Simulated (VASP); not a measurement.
# BP (F-43m) in VASP: further runs

The runs below take BP through relaxation of cell and atoms, with PBEsol, PBE.

Everything below comes from runs of VASP 6.6.1. Logs are shortened: lines on timing, memory, paths and dates and some standing lists are left out, and cuts for length are marked.

### Step 1. The crystal as given

Symmetry: F-43m, No. 216, cubic system. Conventional cell: a = 4.538 Å, b = 4.538 Å, c = 4.538 Å, α = 90.00°, β = 90.00°, γ = 90.00°. B (site symmetry -43m) has 4 P at 1.97 Å as nearest neighbours. P (site symmetry -43m) is surrounded by 4 B at 1.97 Å.

### Step 2. Relaxation of cell and atoms, PBEsol

The input, INCAR:

```
SYSTEM = BP
PREC = Accurate
ENCUT = 600
EDIFF = 1E-6
ISMEAR = 0
SIGMA = 0.03
LREAL = .FALSE.
LASPH = .TRUE.
NELM = 80
ALGO = Normal
ISIF = 3
LWAVE = .FALSE.
LCHARG = .FALSE.
GGA = PS
IBRION = 2
NSW = 90
EDIFFG = -0.01
```

The input, KPOINTS:

```
regular mesh
0
G
  10 10 10
  0 0 0
```

The input, POSCAR:

```
BP
1.0
    0.0000000000      2.2690000000      2.2690000000
    2.2690000000      0.0000000000      2.2690000000
    2.2690000000      2.2690000000      0.0000000000
B P
1 1
Direct
    0.0000000000      0.0000000000      0.0000000000
    0.2500000000      0.2500000000      0.2500000000
```

Potentials or basis: VASP PAW PBE potentials, release 64 (B, P).

Run with:

```
> cat potpaw_PBE.64/B/POTCAR potpaw_PBE.64/P/POTCAR > POTCAR
> mpirun -np 1 vasp_std > vasp.out
```

OUTCAR:

```text
SYSTEM = BP
   PREC = Accurate
   ENCUT = 600
   EDIFF = 1E-6
   ISMEAR = 0
   LREAL = .FALSE.
   LASPH = .TRUE.
   NELM = 80
   ISIF = 3
   GGA = PS
   IBRION = 2
   NSW = 90
   EDIFFG = -0.01

 ion  position               nearest neighbor table
   1  0.000  0.000  0.000-   2 1.97   2 1.97   2 1.97   2 1.97
   2  0.250  0.250  0.250-   1 1.97   1 1.97   1 1.97   1 1.97

  LATTYP: Found a face centered cubic cell.
 ALAT       =     4.5380000000

  Lattice vectors:

 A1 = (   0.0000000000,   2.2690000000,   2.2690000000)
 A2 = (   2.2690000000,   0.0000000000,   2.2690000000)
 A3 = (   2.2690000000,   2.2690000000,   0.0000000000)

Analysis of symmetry for initial positions (statically):
=====================================================================
 Subroutine PRICEL returns:
 Original cell was already a primitive cell.

 Routine SETGRP: Setting up the symmetry group for a
 face centered cubic supercell.

 Subroutine GETGRP returns: Found 24 space group operations
 (whereof 24 operations were pure point group operations)
 out of a pool of 48 trial point group operations.

The static configuration has the point symmetry T_d .

Analysis of symmetry for dynamics (positions and initial velocities):
=====================================================================
 Subroutine PRICEL returns:
 Original cell was already a primitive cell.

 Routine SETGRP: Setting up the symmetry group for a
 face centered cubic supercell.

 Subroutine GETGRP returns: Found 24 space group operations
 (whereof 24 operations were pure point group operations)
 out of a pool of 48 trial point group operations.

The dynamic configuration has the point symmetry T_d .

 Subroutine INISYM returns: Found 24 space group operations
 (whereof 24 operations are pure point group operations),
 and found     1 'primitive' translations

----------------------------------------------------------------------------------------

                                     Primitive cell

  volume of cell :      23.3633

  direct lattice vectors                    reciprocal lattice vectors
     0.000000000  2.269000000  2.269000000    -0.220361393  0.220361393  0.220361393
     2.269000000  0.000000000  2.269000000     0.220361393 -0.220361393  0.220361393
     2.269000000  2.269000000  0.000000000     0.220361393  0.220361393 -0.220361393

  length of vectors
     3.208850573  3.208850573  3.208850573     0.381677128  0.381677128  0.381677128

  position of ions in fractional coordinates (direct lattice)
     0.000000000  0.000000000  0.000000000
     0.250000000  0.250000000  0.250000000

  ion indices of the primitive-cell ions
   primitive index   ion index
                 1           1
                 2           2

----------------------------------------------------------------------------------------

 KPOINTS: regular mesh

Automatic generation of k-mesh.
 Grid dimensions read from file:
 generate k-points for:   10   10   10

 Generating k-lattice:

  Cartesian coordinates                     Fractional coordinates (reciprocal lattice)
    -0.022036139  0.022036139  0.022036139     0.100000000  0.000000000  0.000000000
     0.022036139 -0.022036139  0.022036139     0.000000000  0.100000000  0.000000000
     0.022036139  0.022036139 -0.022036139     0.000000000  0.000000000  0.100000000

  Length of vectors
     0.038167713  0.038167713  0.038167713

  Shift w.r.t. Gamma in fractional coordinates (k-lattice)
     0.000000000  0.000000000  0.000000000

 Subroutine IBZKPT returns following result:
 ===========================================

 Found     47 irreducible k-points:

 Following reciprocal coordinates:
            Coordinates               Weight
  0.000000  0.000000  0.000000      1.000000
  0.100000  0.000000  0.000000      8.000000
  0.200000  0.000000  0.000000      8.000000
  0.300000  0.000000  0.000000      8.000000
  0.400000  0.000000  0.000000      8.000000
  0.500000  0.000000  0.000000      4.000000
[... 16 lines left out ...]
  0.300000  0.300000  0.000000      6.000000
  0.400000  0.300000  0.000000     24.000000
 [... further k-points ...]
   k-points           NKPTS =     47   k-points in BZ     NKDIM =     47   number of bands    NBANDS=      8
   number of dos      NEDOS =    301   number of ions     NIONS =      2
   total plane-waves  NPLWV =  21952
   dimension x,y,z NGX =    28 NGY =   28 NGZ =   28
   dimension x,y,z NGXF=    56 NGYF=   56 NGZF=   56
   ions per type =               1   1
   NGX,Y,Z   is equivalent  to a cutoff of  14.51, 14.51, 14.51 a.u.
   NGXF,Y,Z  is equivalent  to a cutoff of  29.01, 29.01, 29.01 a.u.
 SYSTEM =  BP
   PREC   = accura    normal or accurate (medium, high low for compatibility)
   ISTART =      0    job   : 0-new  1-cont  2-samecut
   ICHARG =      2    charge: 1-file 2-atom 10-const
   ISPIN  =      1    spin polarized calculation?
   LNONCOLLINEAR =      F non collinear calculations
   LSORBIT =      F    spin-orbit coupling
   LASPH  =      T    aspherical Exc in radial PAW
   ENCUT  =  600.0 eV  44.10 Ry    6.64 a.u.   6.41  6.41  6.41*2*pi/ulx,y,z
   NELM   =     80;   NELMIN=  2; NELMDL= -5     # of ELM steps
   EDIFF  = 0.1E-05   stopping-criterion for ELM
   LREAL  =      F    real-space projection
   EDIFFG = -.1E-01   stopping-criterion for IOM
   NSW    =     90    number of steps for IOM
   IBRION =      2    ionic relax: 0-MD 1-quasi-New 2-CG
   NFREE  =      1    steps in history (QN), initial steepest desc. (CG)
   ISIF   =      3    stress and relaxation
   ISYM   =      2    0-nonsym 1-usesym 2-fastsym
   POTIM  = 0.5000    time-step for ionic-motion
   TEBEG  =    0.0;   TEEND  =   0.0 temperature during run
   PSTRESS=    0.0 pullay stress
   NELECT =       8.0000    total number of electrons
   NUPDOWN=      -1.0000    fix difference up-down
   EMIN   =  10.00;   EMAX   =-10.00  energy-range for DOS
   EFERMI =   0.00;   METHOD = LEGACY
   ISMEAR =     0;   SIGMA  =   0.03  broadening in eV -4-tet -1-fermi 0-gaus
   EFERMI_NEDOS =   21; number of points for ismear=-14 and -15
   IALGO  =     38    algorithm
   IMIX   =      4    mixing-type and parameters
     AMIX     =   0.40;   BMIX     =  1.00
     AMIX_MAG =   1.60;   BMIX_MAG =  1.00
  volume/ion in A,a.u.               =      11.68        78.83
  Fermi-wavevector in a.u.,A,eV,Ry     =   1.145320  2.164342 17.847562  1.311759
  Thomas-Fermi vector in A             =   2.282009
   LORBIT       =      0    0 simple, 1 ext, 2 COOP (PROOUT), +10 PAW based schemes
   GGA     = PS    functional components
   LHFCALC =     F    Hartree Fock is set to
   AEXX    =    0.0000 exact exchange contribution
   IVDW    =     0    specifies the selected vdW correction
   LEPSILON=     F    determine dielectric tensor
   LRPA    =     F    only Hartree local field effects (RPA)
 conjugate gradient relaxation of ions
 non-spin polarized calculation
 Gauss-broadening in eV      SIGMA  =   0.03
  energy-cutoff  :      600.00
  volume of cell :       23.36
 maximum number of plane-waves:       794
 NGX is ok and might be reduce to    28
   NGX = 13   NGY = 13   NGZ = 13

--------------------------------------- Ionic step        1  -------------------------------------------

 number of electron       8.0000000 magnetization

 Free energy of the ion-electron system (eV)
  ---------------------------------------------------
  ext. energy  EPLUGINS =         0.00000000
  ---------------------------------------------------
  free energy    TOTEN  =       -13.67383585 eV

  energy without entropy =      -13.67383585  energy(sigma->0) =      -13.67383585

------------------------ aborting loop because EDIFF is reached ----------------------------------------

  FORCE on cell =-STRESS in cart. coord.  units (eV):
  Direction    XX          YY          ZZ          XY          YZ          ZX
  --------------------------------------------------------------------------------------
  -------------------------------------------------------------------------------------
  Total       -0.2701413     -0.2701413     -0.2701413     -0.0000000      0.0000000     -0.0000000
  in kB      -18.5254219    -18.5254219    -18.5254219     -0.0000000      0.0000000     -0.0000000
  external PRESSURE =     -18.5254219 kB  Pullay stress =       0.0000000 kB

 VOLUME and BASIS-vectors are now :
 -----------------------------------------------------------------------------
  energy-cutoff  :      600.00
  volume of cell :       23.36
      direct lattice vectors                 reciprocal lattice vectors
     0.000000000  2.269000000  2.269000000    -0.220361393  0.220361393  0.220361393
     2.269000000  0.000000000  2.269000000     0.220361393 -0.220361393  0.220361393
     2.269000000  2.269000000  0.000000000     0.220361393  0.220361393 -0.220361393
[... 37 lines left out ...]
 POSITION                                       TOTAL-FORCE (eV/Angst)
 -----------------------------------------------------------------------------------
      2.25421      4.50843      2.25421        -0.000000      0.000000      0.000000
      1.12711      1.12711      1.12711         0.000000     -0.000000     -0.000000
 -----------------------------------------------------------------------------------
    total drift:                               -0.000000     -0.000000      0.000000

  FREE ENERGIE OF THE ION-ELECTRON SYSTEM (eV)
  ---------------------------------------------------
  free  energy   TOTEN  =       -13.6744847410 eV

  energy  without entropy=      -13.6744847410  energy(sigma->0) =      -13.67448474

--------------------------------------- Ionic step        3  -------------------------------------------

 number of electron       8.0000000 magnetization

 Free energy of the ion-electron system (eV)
  ---------------------------------------------------
  ext. energy  EPLUGINS =         0.00000000
  ---------------------------------------------------
  free energy    TOTEN  =       -13.67535475 eV

  energy without entropy =      -13.67535475  energy(sigma->0) =      -13.67535475

 E-fermi :   7.6770     XC(G=0): -11.0930

 val. band max:        7.5378140251   @ k =   0.0000   0.0000   0.0000
 cond. band min:       8.6542929005   @ k =   0.4000   0.4000   0.0000
 fundamental gap:      1.1164788755
 Fermi energy:         7.6770478788

 k-point     1 :       0.0000    0.0000    0.0000
  band No.  band energies     occupation
      1      -8.0601      2.00000
      2       7.5378      2.00000
      3       7.5378      2.00000
      4       7.5378      2.00000
      5      10.9113      0.00000
      6      10.9113      0.00000
      7      10.9113      0.00000
      8      15.0508      0.00000

 k-point     2 :       0.1000    0.0000    0.0000
  band No.  band energies     occupation
      1      -7.8777      2.00000
      2       6.2153      2.00000
      3       7.2362      2.00000
      4       7.2362      2.00000
      5      11.3274      0.00000
      6      11.3274      0.00000
      7      11.3582      0.00000
      8      15.5574      0.00000
[... 221 lines left out ...]
 k-point    23 :       0.3000    0.3000    0.0000
  band No.  band energies     occupation
      1      -5.9178      2.00000
      2       2.6954      2.00000
      3       4.2569      2.00000
      4       4.2569      2.00000
      5       8.9567      0.00000
      6      11.3086      0.00000
      7      16.4466      0.00000
      8      16.4466      0.00000

 k-point    24 :       0.4000    0.3000    0.0000
  band No.  band energies     occupation
      1      -5.0798      2.00000
      2       1.3491      2.00000
      3       3.4066      2.00000
      4       3.9589      2.00000
      5       9.2412      0.00000
      6      11.0313      0.00000
      7      17.0650      0.00000
      8      17.0686      0.00000

 [... further k-points ...]

------------------------ aborting loop because EDIFF is reached ----------------------------------------

  FORCE on cell =-STRESS in cart. coord.  units (eV):
  Direction    XX          YY          ZZ          XY          YZ          ZX
  --------------------------------------------------------------------------------------
  -------------------------------------------------------------------------------------
  Total        0.0005542      0.0005542      0.0005542     -0.0000000     -0.0000000      0.0000000
  in kB        0.0384303      0.0384303      0.0384303     -0.0000000     -0.0000000      0.0000000
  external PRESSURE =       0.0384303 kB  Pullay stress =       0.0000000 kB

 VOLUME and BASIS-vectors are now :
 -----------------------------------------------------------------------------
  energy-cutoff  :      600.00
  volume of cell :       23.10
      direct lattice vectors                 reciprocal lattice vectors
    -0.000000000  2.260551654  2.260551654    -0.221184948  0.221184948  0.221184948
     2.260551654  0.000000000  2.260551654     0.221184948 -0.221184948  0.221184948
     2.260551654  2.260551654 -0.000000000     0.221184948  0.221184948 -0.221184948

 POSITION                                       TOTAL-FORCE (eV/Angst)
 -----------------------------------------------------------------------------------
      0.00000      0.00000      0.00000         0.000000      0.000000      0.000000
      1.13028      1.13028      1.13028        -0.000000     -0.000000     -0.000000
 -----------------------------------------------------------------------------------
    total drift:                               -0.000000     -0.000000      0.000000

  FREE ENERGIE OF THE ION-ELECTRON SYSTEM (eV)
  ---------------------------------------------------
  free  energy   TOTEN  =       -13.6753547507 eV

  energy  without entropy=      -13.6753547507  energy(sigma->0) =      -13.67535475

 reached required accuracy - stopping structural energy minimisation
```

Run time: 15 s. Hardware: 1 thread of AMD EPYC 9R45 (Zen 5), shared host; peak memory 0.12 GiB.

What came out:

| Item | Value |
| --- | --- |
| Free energy | -13.6754 eV |
| Relaxed volume | 11.55 Å³/atom |
| Relaxed cell | a = 3.197 Å, b = 3.197 Å, c = 3.197 Å, α = 60.00°, β = 60.00°, γ = 60.00° |
| Space group after relaxing (to 0.05 Å) | F-43m (No. 216) |
| Energy gained by relaxing | 0.8 meV/atom |
| Ionic steps | 3 |
| Pressure after relaxing | 0.0 GPa |
| Band gap on the k mesh | 1.12 eV, indirect (least direct gap 3.37 eV) |

The path:
```csv
step,energy change (eV),largest force (eV/Å),pressure (GPa),volume (Å³)
1,0.0000,0.0000,-1.85,23.36
2,-0.0006,0.0000,1.45,22.91
3,-0.0015,0.0000,0.00,23.10
```

Final structure:
```xyz
2
Lattice="0.0000 2.2606 2.2606 2.2606 0.0000 2.2606 2.2606 2.2606 0.0000" Properties=species:S:1:pos:R:3 pbc="T T T"
B     0.0000    0.0000    0.0000
P     1.1303    1.1303    1.1303
```

Caveat: the PAW data sets were made with another functional, which shifts forces and pressure a little.

### Step 3. Relaxation of cell and atoms, PBEsol

This run uses another cell than the first one, of 11.55 Å³/atom, 0.989 times its volume.

Edit INCAR of step 2 so:

```diff
@@ -3,3 +3,3 @@
 ENCUT = 600
-EDIFF = 1E-6
+EDIFF = 1E-7
 ISMEAR = 0
@@ -16,2 +16,2 @@
 NSW = 90
-EDIFFG = -0.01
+EDIFFG = -0.005
```

KPOINTS is that of step 2.

The input, POSCAR:

```
BP                                      
1.0
   -0.0000000000      2.2605516541      2.2605516541
    2.2605516541      0.0000000000      2.2605516541
    2.2605516541      2.2605516541     -0.0000000000
  B               P             
     1     1
Direct
     0.0000000000000000    0.0000000000000000    0.0000000000000000
     0.2500000000000000    0.2500000000000000    0.2500000000000000
```

Potentials or basis: VASP PAW PBE potentials, release 64 (B, P).

Run with:

```
> cat potpaw_PBE.64/B/POTCAR potpaw_PBE.64/P/POTCAR > POTCAR
> mpirun -np 1 vasp_std > vasp.out
```

Run time: 8.8 s. Hardware: 1 thread of AMD EPYC 9R45 (Zen 5), shared host; peak memory 0.12 GiB.

Results (log left out):

```
Free energy             : -13.6753 eV
Pressure after relaxing : 0.0 GPa
Band gap on the k mesh  : 1.12 eV, indirect (least direct gap 3.37 eV)
```

Final structure:
```xyz
2
Lattice="0.0000 2.2606 2.2606 2.2606 0.0000 2.2606 2.2606 2.2606 0.0000" Properties=species:S:1:pos:R:3 pbc="T T T"
B     0.0000    0.0000    0.0000
P     1.1303    1.1303    1.1303
```

Levels at points of the mesh, in eV from the valence-band top:
```tsv
k point	band 1	band 2	band 3	band 4	band 5	band 6	band 7	band 8
(0.00, 0.00, 0.00)	-15.60	0.00	0.00	0.00	3.37	3.37	3.37	7.51
(0.50, 0.00, 0.00)	-12.20	-9.18	-1.78	-1.78	3.80	4.66	4.66	9.97
(0.50, 0.50, 0.00)	-10.66	-8.66	-4.19	-4.19	1.20	1.51	12.20	12.20
```

Caveat: the relaxation stopped at its first step, so nothing moved; the PAW data sets were made with another functional, which shifts forces and pressure a little.

(Part 1 of 2 ends here.)
